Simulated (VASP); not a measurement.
# PbSe (Pm-3m) in VASP: further runs

The runs below take PbSe through single point, with PBEsol.

Everything below comes from runs of VASP 6.6.1. Logs are shortened: lines on timing, memory, paths and dates and some standing lists are left out, and cuts for length are marked.

### 1 The structure

It takes space group Pm-3m (No. 221, cubic). Conventional cell: a = 3.784 Å, b = 3.784 Å, c = 3.784 Å, α = 90.00°, β = 90.00°, γ = 90.00°. Around Pb (site symmetry m-3m) lie 8 Se at 3.28 Å. Around Se (site symmetry m-3m) lie 8 Pb at 3.28 Å.

Measurements of this composition are mostly on another form, of space group No. 225.

### 2 Single point, PBEsol

The input, INCAR:

```
SYSTEM = PbSe
  ADDGRID = .False.
  ALGO = Normal
  EDIFF = 1E-6
  ENCUT = 460
  GGA = PS
  ISIF = 2
  ISMEAR = 0
  LASPH = .True.
  LCHARG = .False.
  LREAL = .False.
  LWAVE = .False.
  NELM = 100
  PREC = Accurate
  SIGMA = 0.05
```

The input, KPOINTS:

```
k-points
0
Gamma
  5 5 5
  0 0 0
```

The input, POSCAR:

```
PbSe
1.0
    3.7843220000      0.0000000000      0.0000000000
    0.0000000000      3.7843220000      0.0000000000
    0.0000000000      0.0000000000      3.7843220000
Pb Se
1 1
Direct
    0.0499830000      0.0304240000      0.0268320000
    0.4857650000      0.4915870000      0.4882140000
```

Potentials or basis: VASP PAW PBE potentials, release 64 (Pb_d, Se).

The run is started by

```
cat potpaw_PBE.64/Pb_d/POTCAR potpaw_PBE.64/Se/POTCAR > POTCAR
mpirun -np 1 vasp_std > vasp.out
```

OUTCAR:

```text
SYSTEM = PbSe
   EDIFF = 1E-6
   ENCUT = 460
   GGA = PS
   ISIF = 2
   ISMEAR = 0
   LASPH = .True.
   LREAL = .False.
   NELM = 100
   PREC = Accurate

 Found     63 irreducible k-points:

 Following reciprocal coordinates:
            Coordinates               Weight
  0.000000  0.000000  0.000000      1.000000
  0.200000  0.000000  0.000000      2.000000
  0.000000  0.200000  0.000000      2.000000
  0.000000  0.000000  0.200000      2.000000
  0.400000  0.000000  0.000000      2.000000
  0.000000  0.400000  0.000000      2.000000
   k-points           NKPTS =     63   k-points in BZ     NKDIM =     63   number of bands    NBANDS=     14
   number of dos      NEDOS =    301   number of ions     NIONS =      2
   total plane-waves  NPLWV =  21952
   dimension x,y,z NGX =    28 NGY =   28 NGZ =   28
   dimension x,y,z NGXF=    56 NGYF=   56 NGZF=   56
   ions per type =               1   1
   NGX,Y,Z   is equivalent  to a cutoff of  12.30, 12.30, 12.30 a.u.
   NGXF,Y,Z  is equivalent  to a cutoff of  24.60, 24.60, 24.60 a.u.
 SYSTEM =  PbSe
   PREC   = accura    normal or accurate (medium, high low for compatibility)
   ISTART =      0    job   : 0-new  1-cont  2-samecut
   ICHARG =      2    charge: 1-file 2-atom 10-const
   ISPIN  =      1    spin polarized calculation?
   LNONCOLLINEAR =      F non collinear calculations
   LSORBIT =      F    spin-orbit coupling
   LASPH  =      T    aspherical Exc in radial PAW
   ENCUT  =  460.0 eV  33.81 Ry    5.81 a.u.   6.62  6.62  6.62*2*pi/ulx,y,z
   NELM   =    100;   NELMIN=  2; NELMDL= -5     # of ELM steps
   EDIFF  = 0.1E-05   stopping-criterion for ELM
   LREAL  =      F    real-space projection
   EDIFFG = 0.1E-04   stopping-criterion for IOM
   NSW    =      0    number of steps for IOM
   IBRION =     -1    ionic relax: 0-MD 1-quasi-New 2-CG
   NFREE  =      0    steps in history (QN), initial steepest desc. (CG)
   ISIF   =      2    stress and relaxation
   ISYM   =      2    0-nonsym 1-usesym 2-fastsym
   POTIM  = 0.5000    time-step for ionic-motion
   TEBEG  =    0.0;   TEEND  =   0.0 temperature during run
   PSTRESS=    0.0 pullay stress
   NELECT =      20.0000    total number of electrons
   NUPDOWN=      -1.0000    fix difference up-down
   EMIN   =  10.00;   EMAX   =-10.00  energy-range for DOS
   EFERMI =   0.00;   METHOD = LEGACY
   ISMEAR =     0;   SIGMA  =   0.05  broadening in eV -4-tet -1-fermi 0-gaus
   EFERMI_NEDOS =   21; number of points for ismear=-14 and -15
   IALGO  =     38    algorithm
   IMIX   =      4    mixing-type and parameters
     AMIX     =   0.40;   BMIX     =  1.00
     AMIX_MAG =   1.60;   BMIX_MAG =  1.00
  volume/ion in A,a.u.               =      27.10       182.87
  Fermi-wavevector in a.u.,A,eV,Ry     =   1.174258  2.219025 18.760817  1.378881
  Thomas-Fermi vector in A             =   2.310658
   LORBIT       =      0    0 simple, 1 ext, 2 COOP (PROOUT), +10 PAW based schemes
   GGA     = PS    functional components
   LHFCALC =     F    Hartree Fock is set to
   AEXX    =    0.0000 exact exchange contribution
   IVDW    =     0    specifies the selected vdW correction
   LEPSILON=     F    determine dielectric tensor
   LRPA    =     F    only Hartree local field effects (RPA)
 non-spin polarized calculation
 Gauss-broadening in eV      SIGMA  =   0.05
  energy-cutoff  :      460.00
  volume of cell :       54.20
 maximum number of plane-waves:      1233
   NGX = 13   NGY = 13   NGZ = 13

 number of electron      19.9999999 magnetization

 Free energy of the ion-electron system (eV)
  ---------------------------------------------------
  ext. energy  EPLUGINS =         0.00000000
  ---------------------------------------------------
  free energy    TOTEN  =        -8.49669426 eV

  energy without entropy =       -8.49667242  energy(sigma->0) =       -8.49668334

 E-fermi :   5.2445     XC(G=0): -10.0902

 val. band max:        5.1380762400   @ k =  -0.2000   0.2000   0.2000
 cond. band min:       5.3459923100   @ k =  -0.4000   0.4000   0.4000
 fundamental gap:      0.2079160700
 Fermi energy:         5.2445125369

 k-point     1 :       0.0000    0.0000    0.0000
  band No.  band energies     occupation
      1     -11.6484      2.00000
      2     -11.6400      2.00000
      3     -11.4978      2.00000
      4     -11.4976      2.00000
      5     -11.4867      2.00000
      6      -8.0915      2.00000
      7      -1.8025      2.00000
      8       3.6260      2.00000
      9       3.7003      2.00000
     10       3.7984      2.00000
     11       9.4278      0.00000
     12       9.7637      0.00000
     13      11.4510      0.00000
     14      11.7774      0.00000

 k-point     2 :       0.2000    0.0000    0.0000
  band No.  band energies     occupation
      1     -11.6377      2.00000
      2     -11.6084      2.00000
      3     -11.5124      2.00000
      4     -11.5116      2.00000
      5     -11.4872      2.00000
      6      -7.8107      2.00000
      7      -2.3593      2.00000
      8       3.5944      2.00000
      9       3.9859      2.00000
     10       4.0117      2.00000
     11       8.6749      0.00000
     12       9.7889      0.00000
     13      10.5120      0.00000
     14      11.1949      0.00000
[... 37 lines left out ...]
      1     -11.6339      2.00000
      2     -11.5496      2.00000
      3     -11.5359      2.00000
      4     -11.5310      2.00000
      5     -11.4853      2.00000
      6      -7.2013      2.00000
      7      -3.4481      2.00000
      8       4.1378      2.00000
      9       4.6706      2.00000
     10       4.6727      2.00000
     11       6.2777      0.00000
     12       8.9718      0.00000
     13       9.0590      0.00000
     14      11.3783      0.00000

 k-point     6 :       0.0000    0.4000    0.0000
  band No.  band energies     occupation
      1     -11.6399      2.00000
      2     -11.5447      2.00000
      3     -11.5338      2.00000
      4     -11.5280      2.00000
      5     -11.4910      2.00000
      6      -7.1592      2.00000
      7      -3.5479      2.00000
      8       4.1508      2.00000
      9       4.7175      2.00000
     10       4.7707      2.00000
     11       6.3249      0.00000
     12       8.8676      0.00000
     13       8.9986      0.00000
     14      11.4379      0.00000

 [... further k-points ...]

------------------------ aborting loop because EDIFF is reached ----------------------------------------

  FORCE on cell =-STRESS in cart. coord.  units (eV):
  Direction    XX          YY          ZZ          XY          YZ          ZX
  --------------------------------------------------------------------------------------
  -------------------------------------------------------------------------------------
  Total       -0.3894561     -0.5759424     -0.5769148      0.1558465      0.1169537      0.1551215
  in kB      -11.5134325    -17.0264996    -17.0552462      4.6072665      3.4574843      4.5858344
  external PRESSURE =     -15.1983928 kB  Pullay stress =       0.0000000 kB

 VOLUME and BASIS-vectors are now :
 -----------------------------------------------------------------------------
  energy-cutoff  :      460.00
  volume of cell :       54.20
      direct lattice vectors                 reciprocal lattice vectors
     3.784322000  0.000000000  0.000000000     0.264248127  0.000000000  0.000000000
     0.000000000  3.784322000  0.000000000     0.000000000  0.264248127  0.000000000
     0.000000000  0.000000000  3.784322000     0.000000000  0.000000000  0.264248127

 POSITION                                       TOTAL-FORCE (eV/Angst)
 -----------------------------------------------------------------------------------
      0.18915      0.11513      0.10154         0.145521      0.101849      0.101341
      1.83829      1.86032      1.84756        -0.145521     -0.101849     -0.101341
 -----------------------------------------------------------------------------------
    total drift:                               -0.000611     -0.000320     -0.000292

  FREE ENERGIE OF THE ION-ELECTRON SYSTEM (eV)
  ---------------------------------------------------
  free  energy   TOTEN  =        -8.4966942560 eV

  energy  without entropy=       -8.4966724175  energy(sigma->0) =       -8.49668334
```

OSZICAR:

```text
N       E                     dE             d eps       ncg     rms          rms(c)
DAV:   1     0.143022410740E+03    0.14302E+03   -0.87406E+03  1764   0.140E+03
DAV:   2     0.267562816181E+01   -0.14035E+03   -0.13731E+03  1818   0.338E+02
DAV:   3    -0.865220556901E+01   -0.11328E+02   -0.10990E+02  2340   0.982E+01
DAV:   4    -0.888866228641E+01   -0.23646E+00   -0.23636E+00  1940   0.168E+01
DAV:   5    -0.889623855468E+01   -0.75763E-02   -0.75760E-02  2506   0.305E+00    0.280E+00
DAV:   6    -0.851145476308E+01    0.38478E+00   -0.10364E+00  2660   0.857E+00    0.160E+00
DAV:   7    -0.849883249086E+01    0.12622E-01   -0.13524E-01  1962   0.215E+00    0.797E-01
DAV:   8    -0.849707072330E+01    0.17618E-02   -0.13272E-02  2202   0.139E+00    0.957E-02
DAV:   9    -0.849668813814E+01    0.38259E-03   -0.29874E-03  2294   0.472E-01    0.614E-02
DAV:  10    -0.849669248087E+01   -0.43427E-05   -0.22077E-04  1998   0.107E-01    0.185E-02
DAV:  11    -0.849669493700E+01   -0.24561E-05   -0.19583E-05  2328   0.432E-02    0.103E-02
DAV:  12    -0.849669425602E+01    0.68099E-06   -0.14453E-06  1236   0.181E-02
   1 F= -.84966943E+01 E0= -.84966833E+01  d E =-.218385E-04
```

It took 33 s on 1 thread of Intel Xeon Platinum 8488C (Sapphire Rapids), shared host; peak memory 0.18 GiB.

The run converged, but some of its settings lie outside the range that counts as converged, so its numbers aren't taken as properties of the crystal.

Results:

| Item | Value |
| --- | --- |
| Free energy | -8.4967 eV |
| Pressure | -1.5 GPa |
| Largest force | 0.204 eV/Å |
| Band gap on the k mesh | 0.21 eV, indirect (least direct gap 1.55 eV) |

Caveat: the PAW data sets were made with another functional, which shifts forces and pressure a little; spin-orbit coupling is left out, which as a rule narrows the gap of such compounds by several tenths of an eV; an odd mesh through Γ misses points on the zone boundary, where band edges often lie.

### 3 Single point, PBEsol

Changes to INCAR since step 2:

```diff
@@ -14,2 +14,2 @@
   PREC = Accurate
-  SIGMA = 0.05
+  SIGMA = 0.2
```

KPOINTS is that of step 2.

The input, POSCAR:

```
PbSe
1.0
    3.7843220000      0.0000000000      0.0000000000
    0.0000000000      3.7843220000      0.0000000000
    0.0000000000      0.0000000000      3.7843220000
Pb Se
1 1
Direct
    0.0000000000      0.0000000000      0.0000000000
    0.5000000000      0.5000000000      0.5000000000
```

Potentials or basis: VASP PAW PBE potentials, release 64 (Pb_d, Se).

The run is started by

```
cat potpaw_PBE.64/Pb_d/POTCAR potpaw_PBE.64/Se/POTCAR > POTCAR
mpirun -np 1 vasp_std > vasp.out
```

It took 9.4 s on 1 thread of Intel Xeon Platinum 8488C (Sapphire Rapids), shared host; peak memory 0.14 GiB.

These settings aren't checked as converged: the numbers below hold their error.

What came out:

```
Free energy            : -8.4596 eV
Pressure               : -3.0 GPa
Band gap on the k mesh : 0.21 eV, indirect (least direct gap 1.37 eV)
```

Caveat: the PAW data sets were made with another functional, which shifts forces and pressure a little; spin-orbit coupling is left out, which as a rule narrows the gap of such compounds by several tenths of an eV; an odd mesh through Γ misses points on the zone boundary, where band edges often lie.

### 4 Single point, PBEsol

INCAR is that of step 3.

KPOINTS is that of step 3.

The input, POSCAR:

```
PbSe
1.0
    3.7843220000      0.0000000000      0.0000000000
    0.0000000000      3.7843220000      0.0000000000
    0.0000000000      0.0000000000      3.7843220000
Pb Se
1 1
Direct
    0.0499830000      0.0304240000      0.0268320000
    0.4857650000      0.4915870000      0.4882140000
```

The run is started by

```
cat potpaw_PBE.64/Pb_d/POTCAR potpaw_PBE.64/Se/POTCAR > POTCAR
mpirun -np 1 vasp_std > vasp.out
```

Wall time 25 s (1 thread of Intel Xeon Platinum 8488C (Sapphire Rapids), shared host); peak memory 0.18 GiB.

These settings aren't checked as converged: the numbers below hold their error.

Results:

```yaml
Free_energy: -8.5021 eV
Pressure: -1.7 GPa
Largest_force: 0.186 eV/Å
Band_gap_on_the_k_mesh: 0.23 eV, indirect (least direct gap 1.57 eV)
```

Caveat: the PAW data sets were made with another functional, which shifts forces and pressure a little; spin-orbit coupling is left out, which as a rule narrows the gap of such compounds by several tenths of an eV; an odd mesh through Γ misses points on the zone boundary, where band edges often lie.

### 5 Single point, PBEsol

Changes to INCAR since step 4:

```diff
@@ -14,2 +14,2 @@
   PREC = Accurate
-  SIGMA = 0.2
+  SIGMA = 0.01
```

KPOINTS is that of step 4.

The input, POSCAR:

```
PbSe
1.0
    3.7843220000      0.0000000000      0.0000000000
    0.0000000000      3.7843220000      0.0000000000
    0.0000000000      0.0000000000      3.7843220000
Pb Se
1 1
Direct
    0.0000000000      0.0000000000      0.0000000000
    0.5000000000      0.5000000000      0.5000000000
```

The run is started by

```
cat potpaw_PBE.64/Pb_d/POTCAR potpaw_PBE.64/Se/POTCAR > POTCAR
mpirun -np 1 vasp_std > vasp.out
```

It took 8.2 s on 1 thread of Intel Xeon Platinum 8488C (Sapphire Rapids), shared host; peak memory 0.15 GiB.

These settings aren't checked as converged: the numbers below hold their error.

What came out:

* Free energy: -8.4479 eV
* Pressure: -2.7 GPa
* Band gap on the k mesh: 0.15 eV, indirect (least direct gap 1.33 eV)

Caveat: the PAW data sets were made with another functional, which shifts forces and pressure a little; spin-orbit coupling is left out, which as a rule narrows the gap of such compounds by several tenths of an eV; an odd mesh through Γ misses points on the zone boundary, where band edges often lie.
